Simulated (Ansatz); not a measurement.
Bi2Te3: stiffness from a series of strains

```
CELL_PARAMETERS angstrom
2.20850 1.27508 9.94667
-2.20850 1.27508 9.94667
0.00000 -2.55016 9.94667
ATOMIC_POSITIONS crystal
Bi 0.81200 0.81200 0.81200
Bi 0.40200 0.40200 0.40200
Te 0.61100 0.61100 0.61100
Te 0.20000 0.20000 0.20000
Te 0.00000 0.00000 0.00000
```

Atoms are numbered in the order listed.

The conventional cell has a = 4.417 Å, b = 4.417 Å, c = 29.840 Å, α = 90.00°, β = 90.00°, γ = 120.00°. Around Bi (atom 1) lie 3 Te at 3.03 Å and 3 Bi at 3.43 Å. Around Bi (atom 2) lie 3 Te at 3.27 Å and 3 Bi at 3.43 Å. Te (atom 3) is surrounded by 6 Te at 3.04 to 3.45 Å. Te (atom 4) has 3 Bi at 3.03 Å and 3 Te at 3.45 Å as nearest neighbours. Around Te (atom 5) lie 3 Te at 3.04 Å and 3 Bi at 3.27 Å.

The geometry is COD entry 9012858, unchecked; take it as a test cell.

Spin–orbit coupling is left out, though it moves levels of the heavy atoms by tenths of an eV or more.

These are results of DFT, LDA, all-electron LAPW, scalar-relativistic (Ansatz 0.2.0), not measurements.

Numerical set-up: a Γ-centred 8×8×8 k mesh, Fermi–Dirac smearing of 0.08 eV, basis error target 1 meV/atom, no spin polarisation.

The strain is applied along the Cartesian axes of the cell as listed (the other components stay zero). Fractional coordinates are held (clamped ions).

σ is the change of stress from the unstrained cell, which is at -1.87 GPa; tension is positive, so slopes are stress–strain coefficients at that pressure. In a metal the k mesh adds noise.

Only quantities that a quadratic follows smoothly over the whole series are listed; rougher ones are left out.

```
    εzz  σzz (GPa)  σxx (GPa)
-0.0300      -2.00      -1.32
-0.0100      -0.65      -0.41
 0.0000       0.00       0.00
 0.0100       0.62       0.38
 0.0200       1.22       0.73
 0.0300       1.79       1.06
```

**Question.** Fit the series and read off the stiffness at zero strain.

**Answer.** Least-squares fits y = p0 + p1 x + p2 x² to the rows give σzz (GPa): p1 = 63.2, p2 = -110; σxx (GPa): p1 = 39.6, p2 = -140. So C33 = 63 GPa and C13 = 40 GPa, for these axes.

**Question.** One run, at εzz = -0.0200, is withheld. Predict its row.

**Answer.** The fits give -1.31, -0.85; the run gave -1.32, -0.85.
